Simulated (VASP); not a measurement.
# PbSe (Pm-3m) in VASP: reference runs, part 2 of 3

VASP 6.6.1.

### 3 Single point, PBE (atoms moved at random, drawn with an rms of 0.05 Å)

The input, INCAR:

```
  ALGO = Normal
  EDIFF = 1E-7
  ENCUT = 520
  GGA = PE
  ISIF = 2
  ISMEAR = -1
  LASPH = T
  LCHARG = T
  LELF = T
  LREAL = F
  LVHAR = T
  LWAVE = F
  NBANDS = 17
  NELM = 60
  PREC = Accurate
  SIGMA = 0.05
```

The input, KPOINTS:

```
k-points
0
Gamma
  7 7 7
```

The input, POSCAR:

```
PbSe
1.0
    3.7843220000      0.0000000000      0.0000000000
    0.0000000000      3.7843220000      0.0000000000
    0.0000000000      0.0000000000      3.7843220000
Pb Se
1 1
Direct
    0.0101260000     -0.0079530000     -0.0073640000
    0.5063550000      0.4938230000      0.5045880000
```

Potentials or basis: VASP PAW PBE potentials, release 64 (Pb_d, Se).

Command:

```sh
> cat potpaw_PBE.64/Pb_d/POTCAR potpaw_PBE.64/Se/POTCAR > POTCAR
> mpirun -np 1 vasp_std > vasp.out
```

OUTCAR:

```text
EDIFF = 1E-7
   ENCUT = 520
   GGA = PE
   ISIF = 2
   ISMEAR = -1
   LASPH = T
   LREAL = F
   NELM = 60
   PREC = Accurate

 ion  position               nearest neighbor table
   1  0.010  0.992  0.993-   2 3.24   2 3.25   2 3.26   2 3.26   2 3.29   2 3.30   2 3.31   2 3.32

   2  0.506  0.494  0.505-   1 3.24   1 3.25   1 3.26   1 3.26   1 3.29   1 3.30   1 3.31   1 3.32

  LATTYP: Found a simple cubic cell.
 ALAT       =     3.7843220000

  Lattice vectors:

 A1 = (   3.7843220000,   0.0000000000,   0.0000000000)
 A2 = (   0.0000000000,   3.7843220000,   0.0000000000)
 A3 = (   0.0000000000,   0.0000000000,   3.7843220000)

Analysis of symmetry for initial positions (statically):
=====================================================================
 Subroutine PRICEL returns:
 Original cell was already a primitive cell.

 Routine SETGRP: Setting up the symmetry group for a
 simple cubic supercell.

 Subroutine GETGRP returns: Found  1 space group operations
 (whereof  1 operations were pure point group operations)
 out of a pool of 48 trial point group operations.

The static configuration has the point symmetry C_1 .

Analysis of symmetry for dynamics (positions and initial velocities):
=====================================================================
 Subroutine PRICEL returns:
 Original cell was already a primitive cell.

 Routine SETGRP: Setting up the symmetry group for a
 simple cubic supercell.

 Subroutine GETGRP returns: Found  1 space group operations
 (whereof  1 operations were pure point group operations)
 out of a pool of 48 trial point group operations.

The dynamic configuration has the point symmetry C_1 .

 Subroutine INISYM returns: Found  1 space group operations
 (whereof  1 operations are pure point group operations),
 and found     1 'primitive' translations

----------------------------------------------------------------------------------------

                                     Primitive cell

  volume of cell :      54.1956

  direct lattice vectors                    reciprocal lattice vectors
     3.784322000  0.000000000  0.000000000     0.264248127  0.000000000  0.000000000
     0.000000000  3.784322000  0.000000000     0.000000000  0.264248127  0.000000000
     0.000000000  0.000000000  3.784322000     0.000000000  0.000000000  0.264248127

  length of vectors
     3.784322000  3.784322000  3.784322000     0.264248127  0.264248127  0.264248127

  position of ions in fractional coordinates (direct lattice)
     0.010126000  0.992047000  0.992636000
     0.506355000  0.493823000  0.504588000

  ion indices of the primitive-cell ions
   primitive index   ion index
                 1           1
                 2           2

----------------------------------------------------------------------------------------

 KPOINTS: k-points

Automatic generation of k-mesh.
 Grid dimensions read from file:
 generate k-points for:    7    7    7

 Generating k-lattice:

  Cartesian coordinates                     Fractional coordinates (reciprocal lattice)
     0.037749732  0.000000000  0.000000000     0.142857143  0.000000000  0.000000000
     0.000000000  0.037749732  0.000000000     0.000000000  0.142857143  0.000000000
     0.000000000  0.000000000  0.037749732     0.000000000  0.000000000  0.142857143

  Length of vectors
     0.037749732  0.037749732  0.037749732

  Shift w.r.t. Gamma in fractional coordinates (k-lattice)
     0.000000000  0.000000000  0.000000000

 Subroutine IBZKPT returns following result:
 ===========================================

 Found    172 irreducible k-points:

 Following reciprocal coordinates:
            Coordinates               Weight
  0.000000  0.000000  0.000000      1.000000
  0.142857  0.000000  0.000000      2.000000
  0.000000  0.142857  0.000000      2.000000
  0.000000  0.000000  0.142857      2.000000
  0.285714  0.000000  0.000000      2.000000
  0.000000  0.285714  0.000000      2.000000
[... 16 lines left out ...]
  0.000000 -0.285714  0.142857      2.000000
 -0.142857  0.000000  0.285714      2.000000
 [... further k-points ...]
   k-points           NKPTS =    172   k-points in BZ     NKDIM =    172   number of bands    NBANDS=     17
   number of dos      NEDOS =    301   number of ions     NIONS =      2
   total plane-waves  NPLWV =  21952
   dimension x,y,z NGX =    28 NGY =   28 NGZ =   28
   dimension x,y,z NGXF=    56 NGYF=   56 NGZF=   56
   ions per type =               1   1
   NGX,Y,Z   is equivalent  to a cutoff of  12.30, 12.30, 12.30 a.u.
   NGXF,Y,Z  is equivalent  to a cutoff of  24.60, 24.60, 24.60 a.u.
 SYSTEM =  unknown system
   PREC   = accura    normal or accurate (medium, high low for compatibility)
   ISTART =      0    job   : 0-new  1-cont  2-samecut
   ICHARG =      2    charge: 1-file 2-atom 10-const
   ISPIN  =      1    spin polarized calculation?
   LNONCOLLINEAR =      F non collinear calculations
   LSORBIT =      F    spin-orbit coupling
   LASPH  =      T    aspherical Exc in radial PAW
   ENCUT  =  520.0 eV  38.22 Ry    6.18 a.u.   7.04  7.04  7.04*2*pi/ulx,y,z
   NELM   =     60;   NELMIN=  2; NELMDL= -5     # of ELM steps
   EDIFF  = 0.1E-06   stopping-criterion for ELM
   LREAL  =      F    real-space projection
   EDIFFG = 0.1E-05   stopping-criterion for IOM
   NSW    =      0    number of steps for IOM
   IBRION =     -1    ionic relax: 0-MD 1-quasi-New 2-CG
   NFREE  =      0    steps in history (QN), initial steepest desc. (CG)
   ISIF   =      2    stress and relaxation
   ISYM   =      2    0-nonsym 1-usesym 2-fastsym
   POTIM  = 0.5000    time-step for ionic-motion
   TEBEG  =    0.0;   TEEND  =   0.0 temperature during run
   PSTRESS=    0.0 pullay stress
   NELECT =      20.0000    total number of electrons
   NUPDOWN=      -1.0000    fix difference up-down
   EMIN   =  10.00;   EMAX   =-10.00  energy-range for DOS
   EFERMI =   0.00;   METHOD = LEGACY
   ISMEAR =    -1;   SIGMA  =   0.05  broadening in eV -4-tet -1-fermi 0-gaus
   EFERMI_NEDOS =   21; number of points for ismear=-14 and -15
   IALGO  =     38    algorithm
   IMIX   =      4    mixing-type and parameters
     AMIX     =   0.40;   BMIX     =  1.00
     AMIX_MAG =   1.60;   BMIX_MAG =  1.00
  volume/ion in A,a.u.               =      27.10       182.87
  Fermi-wavevector in a.u.,A,eV,Ry     =   1.174258  2.219025 18.760817  1.378881
  Thomas-Fermi vector in A             =   2.310658
   LORBIT       =      0    0 simple, 1 ext, 2 COOP (PROOUT), +10 PAW based schemes
   GGA     = PE    functional components
   LHFCALC =     F    Hartree Fock is set to
   AEXX    =    0.0000 exact exchange contribution
   IVDW    =     0    specifies the selected vdW correction
   LEPSILON=     F    determine dielectric tensor
   LRPA    =     F    only Hartree local field effects (RPA)
 non-spin polarized calculation
  energy-cutoff  :      520.00
  volume of cell :       54.20
 maximum number of plane-waves:      1474
   NGX = 15   NGY = 15   NGZ = 15

 number of electron      19.9999998 magnetization

 Free energy of the ion-electron system (eV)
  ---------------------------------------------------
  ext. energy  EPLUGINS =         0.00000000
  ---------------------------------------------------
  free energy    TOTEN  =        -7.72056307 eV

  energy without entropy =       -7.70979855  energy(sigma->0) =       -7.71518081

 E-fermi :   5.3000     XC(G=0):  -9.9550

 val. band max:        5.2998000363   @ k =  -0.1429  -0.1429   0.1429
 cond. band min:       5.3002811237   @ k =   0.1429   0.1429   0.1429
 fundamental gap:      0.0004810874
 Fermi energy:         5.3000378299

 k-point     1 :       0.0000    0.0000    0.0000
  band No.  band energies     occupation
      1     -11.5963      2.00000
      2     -11.5962      2.00000
      3     -11.4473      2.00000
      4     -11.4473      2.00000
      5     -11.4471      2.00000
      6      -7.8729      2.00000
[... 9 lines left out ...]
     16      16.5739      0.00000
     17      18.1252      0.00000
[... 441 lines left out ...]
 k-point    24 :      -0.1429    0.0000    0.2857
  band No.  band energies     occupation
      1     -11.5773      2.00000
      2     -11.5173      2.00000
      3     -11.4869      2.00000
      4     -11.4719      2.00000
      5     -11.4522      2.00000
      6      -7.1976      2.00000
[... 9 lines left out ...]
     16      15.4223      0.00000
     17      16.1936      0.00000

 [... further k-points ...]

------------------------ aborting loop because EDIFF is reached ----------------------------------------

  FORCE on cell =-STRESS in cart. coord.  units (eV):
  Direction    XX          YY          ZZ          XY          YZ          ZX
  --------------------------------------------------------------------------------------
  -------------------------------------------------------------------------------------
  Total       -0.0487933     -0.0490409     -0.0457648     -0.0003245      0.0010615     -0.0021607
  in kB       -1.4424685     -1.4497878     -1.3529393     -0.0095921      0.0313809     -0.0638777
  external PRESSURE =      -1.4150652 kB  Pullay stress =       0.0000000 kB

 VOLUME and BASIS-vectors are now :
 -----------------------------------------------------------------------------
  energy-cutoff  :      520.00
  volume of cell :       54.20
      direct lattice vectors                 reciprocal lattice vectors
     3.784322000  0.000000000  0.000000000     0.264248127  0.000000000  0.000000000
     0.000000000  3.784322000  0.000000000     0.000000000  0.264248127  0.000000000
     0.000000000  0.000000000  3.784322000     0.000000000  0.000000000  0.264248127

 POSITION                                       TOTAL-FORCE (eV/Angst)
 -----------------------------------------------------------------------------------
      0.03832      3.75423      3.75645         0.011125     -0.005233     -0.035275
      1.91621      1.86879      1.90952        -0.011125      0.005233      0.035275
 -----------------------------------------------------------------------------------
    total drift:                                0.000020     -0.000008      0.000015

  FREE ENERGIE OF THE ION-ELECTRON SYSTEM (eV)
  ---------------------------------------------------
  free  energy   TOTEN  =        -7.7205630745 eV

  energy  without entropy=       -7.7097985480  energy(sigma->0) =       -7.71518081
```

stdout:

```text
POSCAR found type information on POSCAR PbSe
 POSCAR found :  2 types and       2 ions
 scaLAPACK will be used
 LDA part: xc-table for (Slater+PW92), standard interpolation
 POSCAR, INCAR and KPOINTS ok, starting setup
 FFT: planning ... GRIDC
 FFT: planning ... GRID_SOFT
 FFT: planning ... GRID
 WAVECAR not read
 entering main loop
```

Wall time 71 s (1 thread of Intel Xeon Platinum 8488C (Sapphire Rapids), shared host); peak memory 0.28 GiB.

Results:

| Item | Value |
| --- | --- |
| Free energy | -7.7206 eV |
| Pressure | -0.1 GPa |
| Largest force | 0.037 eV/Å |
| Band gap on the k mesh | none (metal or under the smearing width) |

Forces on the atoms (eV/Å):
```
Pb   0.011 -0.005 -0.035
Se  -0.011  0.005  0.035
```

### 4 Equation of state, PBE, 25.47 Å³/atom (volume scaled by 0.94)

The input, INCAR:

```
SYSTEM = PbSe
PREC = Accurate ; ENCUT = 520
EDIFF = 1E-7 ; ISMEAR = -1
SIGMA = 0.05 ; LREAL = .False.
LASPH = .True. ; NELM = 60
ALGO = Normal ; ISIF = 2
LWAVE = .False. ; LCHARG = .False.
GGA = PE ; NBANDS = 17
```

The input, KPOINTS:

```
Automatic mesh
0
Gamma
  7 7 7
  0 0 0
```

The input, POSCAR:

```
PbSe
1.0
    3.7070692621      0.0000000000      0.0000000000
    0.0000000000      3.7070692621      0.0000000000
    0.0000000000      0.0000000000      3.7070692621
Pb Se
1 1
Direct
    0.0000000000      0.0000000000      0.0000000000
    0.5000000000      0.5000000000      0.5000000000
```

Command:

```sh
> cat potpaw_PBE.64/Pb_d/POTCAR potpaw_PBE.64/Se/POTCAR > POTCAR
> mpirun -np 1 vasp_std > vasp.out
```

Run time: 9.9 s. Hardware: 1 thread of Intel Xeon Platinum 8488C (Sapphire Rapids), shared host; peak memory 0.16 GiB.

Results (log left out):

* Free energy: -7.6897 eV
* Pressure: 3.2 GPa
* Band gap on the k mesh: none (metal or under the smearing width)

(Continued in part 3 of 3.)
